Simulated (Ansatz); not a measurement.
TiC:

```
CELL_PARAMETERS angstrom
0.00000 2.16572 2.16572
2.16572 0.00000 2.16572
2.16572 2.16572 0.00000
ATOMIC_POSITIONS crystal
Ti 0.00000 0.00000 0.00000
C 0.50000 0.50000 0.50000
```

The cell is a database's computed one.

Below is the output of Ansatz 0.2.0 for this cell. Logs are shortened: lines on timing, memory, paths and dates and some standing lists are left out, and cuts for length are marked.

```text
Warning: RAYON_NUM_THREADS=1 ignored (pool sized by the plan → 1); use --threads N
LAPW: plane waves up to 9.053 Å⁻¹, error target 1.0e-3 eV per atom; small_component_spin mean_spin; C in spheres of 0.940 Å, 6 of its electrons in bands, Dirac shells []; Ti in spheres of 1.226 Å, 18 of its electrons in bands, Dirac shells [] (how accurate: hamiltonian.pseudopotentials.lapw.basis_error, Limitations)
Engine: ansatz 0.2.0, x86_64-unknown-linux-gnu
Pseudopotentials: kind: all_electron
Pseudopotential: Ti, LAPW, valence charge 18, lapw/all_electron/scalar/gaussian/Ti, Koelling and Harmon's equation, gaussian nucleus
Pseudopotential: C, LAPW, valence charge 6, lapw/all_electron/scalar/gaussian/C, Koelling and Harmon's equation, gaussian nucleus
Functional definition: PBEsol
  exchange = pbesol_x
  correlation = pbesol_c
Crystal: 2 atoms, lattice volume = 20.316 Å³
Basis set: ecut = 312.26965934661234 eV, 259 PW (Γ), exchange–correlation at level 2
Bands: 16, of which v1, the nominal top of the filled ones, is band 12 counted from 1 (11 counted from 0)
Symmetry: 48 space group operations
Space group: Fm-3m (ITA 225), of the structure as read, at distance tolerance 2.7e-5 Å
k-points: 56 of 1331
Non-local potential: Ti, projectors of the file, none
Non-local potential: C, projectors of the file, none
Initial density: superposition of atomic densities (chi_scale 0.1, normalization cell, long waves kept (reshape's long-wave potential 0.00 eV rms))
Initial wavefunctions: plane waves of lowest kinetic energy (no species holds an atomic orbital)
Functional: x = pbesol(κ = 0.804, μ = 0.12345679012345678), c = pbesol(β = 0.046)
iter 1 solved again at ethr=2.47e-2 eV; its pass at ethr=1.00e-1 eV (dr2=5.93e0 eV) is discarded
SCF iter   1: F=—  HF=-24244.228867 eV  |F-HF|=—  |Δ(HF+E_count)|=         —  Δρ=1.54e-1  dr2=5.92e0  ethr=2.47e-2  ⟨swp⟩=2.0  Hψ=5585  notcnv=0
preconditioner: auto → none  [metal: Δε(μ)=0.087 eV  Ē_g=20.522 eV  σ=0.050 eV  W_gap=0.37  n_scr=8 (ndim 8)  ℏωp=30.8 eV  f_vac=0.000  D(μ)=0.15/eV (n_scr^D=0)  sad-step TF]
iter 2 solved again at ethr=2.43e-3 eV; its pass at ethr=2.47e-2 eV (dr2=5.82e-1 eV) is discarded
SCF iter   2: F=—  HF=-24242.557548 eV  |F-HF|=—  |Δ(HF+E_count)|=    1.67e0  Δρ=5.65e-2  dr2=5.82e-1  ethr=2.43e-3  ⟨swp⟩=2.0  Hψ=4651  notcnv=0
SCF iter   3: F=—  HF=-24242.020910 eV  |F-HF|=—  |Δ(HF+E_count)|=   5.37e-1  Δρ=1.77e-2  dr2=6.22e-2  ethr=2.42e-3  ⟨swp⟩=3.0  Hψ=2812  notcnv=0
SCF iter   4: F=—  HF=-24242.029064 eV  |F-HF|=—  |Δ(HF+E_count)|=         —  Δρ=8.89e-3  dr2=1.52e-2  ethr=2.59e-4  ⟨swp⟩=2.0  Hψ=2771  notcnv=0
the basis was enlarged: its passes take 82.7 KiB over the memory plan, 1 of 1 planned eigensolver slots
SCF iter   5: F=—  HF=-24242.015240 eV  |F-HF|=—  |Δ(HF+E_count)|=   1.38e-2  Δρ=9.94e-4  dr2=1.93e-4  ethr=6.32e-5  ⟨swp⟩=2.2  Hψ=2768  notcnv=0
SCF iter   6: F=—  HF=-24242.015027 eV  |F-HF|=—  |Δ(HF+E_count)|=   2.13e-4  Δρ=7.73e-5  dr2=7.15e-7  ethr=8.03e-7  ⟨swp⟩=3.0  Hψ=2670  notcnv=0
SCF iter   7: F=—  HF=-24242.015027 eV  |F-HF|=—  |Δ(HF+E_count)|=   4.17e-7  Δρ=5.04e-5  dr2=5.72e-7  ethr=2.98e-9  ⟨swp⟩=2.8  Hψ=2653  notcnv=0
SCF iter   8: F=-24242.015026 eV  HF=-24242.015026 eV  |F-HF|=8.64e-8  |Δ(HF+E_count)|=   4.75e-7  Δρ=1.14e-5  dr2=3.01e-8  ethr=2.38e-9  ⟨swp⟩=2.0  Hψ=2554  notcnv=0
SCF 1 converged in 8 iterations: F = -24242.015026 eV  dr2 = 3.01e-8
NSCF: frozen V_eff on 43 k-points
SCF converged after 8 iterations
Free energy (F): -24242.015026 eV
Harris-Foulkes:  -24242.015026 eV  (|F-HF|=8.64e-8)
Internal energy: -24242.012626 eV  (E = F + TS)
E sigma→0 (E₀):  -24242.013826 eV
Entropy (-TS):   -0.002401 eV (-1.200 meV/atom)
Fermi energy:    15.079105 eV
--- Per-component energies (eV) ---
  E_band       = -3137.390158
  E_kinetic    = 24456.048236
  E_xc         = -1264.729368
  E_electrostatic = -47433.331493  (all electrons and nuclei)
  E_smearing   = -0.002401  (= −TS)
  E_closure    = 0.000000  (closes the sum)
  E_atoms      = -24223.322356  (free atoms, spherical and without spin; not in F)
  Σ components = -24242.015026   (vs F -24242.015026, Δ=0.00e0)
  Basis errors (estimates in eV, not in F): energy 3.0e-4 per atom: plane waves 2.6e-4 (1.5e-4 summed), levels above the bands 9.8e-20, relativity 8.4e-9, radial functions 4.3e-5, core shells 2.2e-7; eigenvalues (radial functions only) 3.2e-6; not estimated: angular momenta, meshes, grids; target (lapw.basis_error) 1.0e-3; muffin-tin radii C 0.940 Å, Ti 1.226 Å
--- Forces (eV/Å), atoms counted from 1 ---
  atom   1  Ti    -0.00000000     0.00000000     0.00000000
  atom   2  C      0.00000000    -0.00000000    -0.00000000
  max |Σ_I F_I| component: 6.90e-31 eV/Å
--- Stress (GPa, compression-positive) ---
       -6.744907       0.000000      -0.000000
        0.000000      -6.744907      -0.000000
       -0.000000      -0.000000      -6.744907
  P = ⅓ Tr σ = -6.7449 GPa (-67.449 kbar)
--- Band table (eV; the first three rows and the last of 56) ---
  k-point 0: bands = ["-422.7477", "-422.7477", "-422.7477", "-248.3342", "-41.2700", "-17.4091", "-17.4091", "-17.4091", "2.6477", "15.6907", "15.6907", "15.6907", "16.7238", "16.7238", "16.7238", "16.7581"]
  k-point 1: bands = ["-422.7477", "-422.7477", "-422.7477", "-248.3342", "-41.2641", "-17.4511", "-17.4130", "-17.4130", "2.8358", "14.8850", "15.1792", "15.1792", "16.0328", "16.0328", "17.1080", "18.2343"]
  k-point 2: bands = ["-422.7477", "-422.7477", "-422.7477", "-248.3342", "-41.2481", "-17.5624", "-17.4236", "-17.4236", "3.3754", "13.4468", "14.0464", "14.0464", "16.3747", "16.3747", "17.5390", "19.7927"]
  k-point 55: bands = ["-422.7477", "-422.7477", "-422.7477", "-248.3342", "-41.1706", "-17.7349", "-17.7124", "-17.5757", "5.5749", "11.6470", "11.7933", "12.5399", "17.5344", "17.9538", "18.6473", "20.3060"]
```

Task: Write the input and the command behind it.

Result: Band structure with PBEsol, no spin polarisation. The files as run (others can give the same):

input.yaml
```yaml
crystal:
  lattice:
    - [0.0, 2.1657188437, 2.1657188437]
    - [2.1657188437, 0.0, 2.1657188437]
    - [2.1657188437, 2.1657188437, 0.0]
  atoms:
    - { symbol: Ti, position: [0.0, 0.0, 0.0] }
    - { symbol: C, position: [0.5, 0.5, 0.5] }
kpoints:
  mp_grid: { grid: [11, 11, 11] }
  band_path:
    path:
      - [0.0, 0.0, 0.0]
      - [0.5, 0.0, 0.5]
      - [0.5, 0.25, 0.75]
      - [0.375, 0.375, 0.75]
      - [0.0, 0.0, 0.0]
      - [0.5, 0.5, 0.5]
      - [0.625, 0.25, 0.625]
      - [0.5, 0.25, 0.75]
    npoints: 6
scf:
  occupations: { method: fermi_dirac, width: 0.05 }
hamiltonian:
  xc: pbesol
  pseudopotentials: { kind: all_electron, lapw: { basis_error: 0.001 } }
output:
  forces: true
  stress: true
  eigenvalues: true
```

Potentials or basis: all-electron LAPW, scalar-relativistic.
The run is started by
```bash
$ ansatz run input.yaml --threads 1 --pin off --max-ram 3072MiB --backend cpu --events-out ev --progress --plain --runs-dir out
```
